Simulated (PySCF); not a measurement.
Isomers of [C5H12N]+ (charge +1). Method: PBE0-D3(BJ)/def2-SVP geometry optimisation, gas phase (PySCF). Energies are electronic, without zero-point or thermal terms, for one conformer each. No frequencies were run at this level. Point groups hold within 0.08 Å.

**Question.** Rank from lowest to highest electronic energy at this level (kJ/mol).
A. `[CH3:1][CH2:2][CH:3]1[CH2:4][NH2+:5][CH2:6]1` (charge +1) with C1–C2–C3–C4 -68°, C2–C3–C4–N5 -135°, C3–C4–N5–C6 14°, C4–N5–C6–C3 -14°, C2–C3–C6–N5 134°
B. `[CH3:1][C@@H:2]1[CH2:3][CH2:4][NH2+:5][CH2:6]1` (charge +1) with C1–C2–C3–C4 -125°, C2–C3–C4–N5 26°, C3–C4–N5–C6 -41°, C4–N5–C6–C2 40°
C. `[CH3:1][N+:2]1([CH3:3])[CH2:4][CH2:5][CH2:6]1` (charge +1) with C1–N2–C4–C5 -101°, N2–C4–C5–C6 -12°, C4–C5–C6–N2 12°, C1–N2–C6–C5 101°
D. `CC(C)=[N+](C)C`
E. `[CH2:1]=[CH:2][CH2:3][NH+:4]([CH3:5])[CH3:6]` (charge +1) with C1–C2–C3–N4 -13°, C2–C3–N4–C5 160°
F. `[CH3:1][CH2:2][NH+:3]1[CH2:4][CH2:5][CH2:6]1` (charge +1) with C1–C2–N3–C4 -70°, C2–N3–C4–C5 -135°, N3–C4–C5–C6 12°, C4–C5–C6–N3 -12°, C2–N3–C6–C5 135°
G. `[CH2:1]=[CH:2][C@H:3]([CH3:4])[NH2+:5][CH3:6]` (charge +1) with C1–C2–C3–C4 -131°, C2–C3–N5–C6 -171°
H. `[CH3:1][NH2+:2][CH2:3][CH:4]1[CH2:5][CH2:6]1` (charge +1) with C1–N2–C3–C4 -177°, N2–C3–C4–C5 77°
I. `[CH2:1]1[CH2:2][CH2:3][NH2+:4][CH2:5][CH2:6]1` (charge +1) with C6–C1–C2–C3 55°, C1–C2–C3–N4 -55°, C2–C3–N4–C5 57°, C3–N4–C5–C6 -57°
J. `C=C[N+](C)(C)C`

**Answer.** I (0.0), B (27.0), D (52.2), F (102.0), A (106.5), G (118.4), C (120.9), H (121.0), E (145.9), J (170.3).

As drawn, the lowest has an N–H bond, which the highest lacks. Neighbours under 21 kJ/mol apart (CC[NH+]1CCC1 and CCC1C[NH2+]C1; CCC1C[NH2+]C1 and C=C[C@H](C)[NH2+]C; C=C[C@H](C)[NH2+]C and C[N+]1(C)CCC1; C[N+]1(C)CCC1 and C[NH2+]CC1CC1) can change places with a better method, another conformer or zero-point energy.

```tsv
SMILES	E (Eh)	E rel (kJ/mol)	dipole about centre of mass (D)	point group	A, B, C (MHz)
C1CC[NH2+]CC1	-251.81597	0.0	4.07	Cs	4380, 4283, 2473
C[C@@H]1CC[NH2+]C1	-251.80569	27.0	4.33	C1	5583, 3141, 2447
CC(C)=[N+](C)C	-251.79607	52.2	0.21	C2	4487, 3280, 1993
CC[NH+]1CCC1	-251.77710	102.0	0.94	C1	8129, 2278, 1962
CCC1C[NH2+]C1	-251.77539	106.5	6.16	C1	8046, 2165, 1872
C=C[C@H](C)[NH2+]C	-251.77089	118.4	3.71	C1	5504, 2199, 1756
C[N+]1(C)CCC1	-251.76991	120.9	0.90	Cs	5208, 3198, 2945
C[NH2+]CC1CC1	-251.76987	121.0	5.19	C1	10160, 1679, 1596
C=CC[NH+](C)C	-251.76039	145.9	2.75	C1	6054, 2273, 1972
C=C[N+](C)(C)C	-251.75112	170.3	1.12	Cs	4650, 2822, 2763
```

**Question.** How do the relative energies change in single points at PBE0/pcSseg-1 (no added dispersion term) on the same geometries?

**Answer.** 
```tsv
SMILES	PBE0-D3(BJ)/def2-SVP (kJ/mol)	PBE0/pcSseg-1 (kJ/mol)	shift
C1CC[NH2+]CC1	0.0	0.0	0.0
C[C@@H]1CC[NH2+]C1	27.0	23.6	-3.4
CC(C)=[N+](C)C	52.2	39.0	-13.2
CC[NH+]1CCC1	102.0	93.6	-8.4
CCC1C[NH2+]C1	106.5	100.9	-5.6
C=C[C@H](C)[NH2+]C	118.4	105.1	-13.3
C[N+]1(C)CCC1	120.9	109.0	-11.9
C[NH2+]CC1CC1	121.0	113.4	-7.6
C=CC[NH+](C)C	145.9	132.3	-13.6
C=C[N+](C)(C)C	170.3	152.6	-17.7
```

Each column counts from its own lowest isomer. The order is unchanged; the largest shift is 17.7 kJ/mol.
